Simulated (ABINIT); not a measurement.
A run of ABINIT 10.8.3 (patched build) is set up as follows.

Contents of run.abi:

```
# Pseudopotentials
pp_dirpath "./"
pseudos "Au.GGA_PBE-JTH.xml"

# Structure
acell 2.74841 2.74841 2.74841 Angstrom
rprim
     1.0000000000     0.0000000000     0.0000000000
     0.0000000000     1.0000000000     0.0000000000
     0.0000000000     0.0000000000     1.0000000000
ntypat 1
znucl 79
natom 1
typat 1
xred
     0.5000000000     0.5000000000     0.5000000000

# Plane-wave basis
ecut 20.0
pawecutdg 40.0
pawxcdev 0

# k points
kptopt 1
ngkpt 10 10 10
nshiftk 1
shiftk 0.0 0.0 0.0

# Exchange and correlation
ixc 11

# Bands and occupations
nband 10
occopt 5
tsmear 0.1 eV

# SCF cycle
nstep 100
tolvrs 1.0e-9

# Output
iomode 3
prtwf 0
prtden 0
prteig 0
prtebands 0
```

Potentials or basis: JTH PAW PBE v2.0.

Run with:

```sh
$ abinit run.abi > log 2>&1
```

(1) Estimate the pressure.

(2) What does it give for the band gap on the k mesh?

Answers

(1) 0.4 GPa.

(2) none (metal or under the smearing width).
